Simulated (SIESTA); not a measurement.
Sb:

```
CELL_PARAMETERS angstrom
0.17336 2.38853 2.49587
2.41731 0.06469 2.60454
2.32045 2.40035 0.16154
ATOMIC_POSITIONS crystal
Sb 0.00000 0.00000 0.00000
```

This isn't the form of Sb at room conditions, which is rhombohedral.

```yaml
Program: SIESTA 5.4.2
Task: relaxation of cell and atoms
Functional: PBE
Potentials_or_basis: PseudoDojo 0.5 standard (PBE files)
Basis: DZP (energy shift 0.003 Ry; two zetas on semicore shells)
Grid_cutoff: 500 Ry
Energy_shift: 0.003 Ry
k_mesh: 10 × 10 × 10
Occupations: fermi-dirac, width 0.05 eV
Spin: no spin polarisation
```

At the start: pressure 4.8 GPa; volume 26.53 Å³/atom.

Where does the relaxation end?

Over 38 steps the energy falls by 115.8 meV/atom and the volume is 28.13 Å³/atom (+6.0 %); space group Immm (No. 71, to 0.05 Å).

Step by step:
| step | energy change (eV) | largest force (eV/Å) | pressure (GPa) | volume (Å³) |
| --- | --- | --- | --- | --- |
| 1 | 0.0000 | 0.0000 | 4.78 | 26.53 |
| 2 | -0.0221 | 0.0000 | 2.33 | 27.42 |
| 3 | -0.0324 | 0.0000 | -0.60 | 28.75 |
| 4 | -0.0325 | 0.0000 | -0.28 | 28.58 |
| 5 | -0.0423 | 0.0000 | -0.22 | 28.60 |
| 6 | -0.0500 | 0.0000 | -0.13 | 28.59 |
| 7 | -0.0552 | 0.0000 | 0.02 | 28.56 |
| 8 | -0.0580 | 0.0000 | 0.25 | 28.51 |
| 9 | -0.0574 | 0.0000 | 0.63 | 28.44 |
| 10 | -0.0582 | 0.0000 | 0.41 | 28.48 |
| 11 | -0.0661 | 0.0000 | -0.11 | 28.76 |
| 12 | -0.0650 | 0.0000 | -0.48 | 29.02 |
| 13 | -0.0669 | 0.0000 | -0.22 | 28.83 |
| 14 | -0.0740 | 0.0000 | -0.18 | 28.64 |
| 15 | -0.0757 | 0.0000 | 0.01 | 28.41 |
| 16 | -0.0736 | 0.0000 | 0.40 | 28.15 |
| 17 | -0.0673 | 0.0000 | 1.12 | 27.85 |
| 18 | -0.0676 | 0.0000 | 1.08 | 27.87 |
| 19 | -0.0705 | 0.0000 | 1.29 | 27.75 |
| 20 | -0.0698 | 0.0000 | 1.61 | 27.61 |
| 21 | -0.0666 | 0.0000 | 1.94 | 27.45 |
| 22 | -0.0576 | 0.0000 | 2.28 | 27.27 |
| 23 | -0.0664 | 0.0000 | 1.96 | 27.44 |
| 24 | -0.0825 | 0.0000 | 0.33 | 28.13 |
| 25 | -0.0860 | 0.0000 | -1.14 | 28.82 |
| 26 | -0.0858 | 0.0000 | -0.45 | 28.49 |
| 27 | -0.0997 | 0.0000 | -0.63 | 28.48 |
| 28 | -0.1110 | 0.0000 | -0.64 | 28.45 |
| 29 | -0.1104 | 0.0000 | -0.54 | 28.38 |
| 30 | -0.1116 | 0.0000 | -0.59 | 28.40 |
| 31 | -0.1100 | 0.0001 | 1.65 | 27.41 |
| 32 | -0.1133 | 0.0001 | 0.24 | 28.01 |
| 33 | -0.1138 | 0.0000 | -0.06 | 28.14 |
| 34 | -0.1138 | 0.0000 | -0.05 | 28.14 |
| 35 | -0.1157 | 0.0001 | 0.23 | 28.01 |
| 36 | -0.1157 | 0.0000 | 0.06 | 28.09 |
| 37 | -0.1159 | 0.0001 | -0.21 | 28.21 |
| 38 | -0.1158 | 0.0001 | -0.03 | 28.13 |

Final structure:
```yaml
crystal:
  lattice:
    - [-0.03108, 2.65681, 2.65857]
    - [1.87871, -0.05523, 2.73544]
    - [1.90141, 2.72315, -0.03979]
  atoms:
    - { symbol: Sb, position: [0.99995, 0.99995, 0.99996] }
```

Caveat: the basis of atomic orbitals isn't converged, which shifts pressures, moduli and gaps.
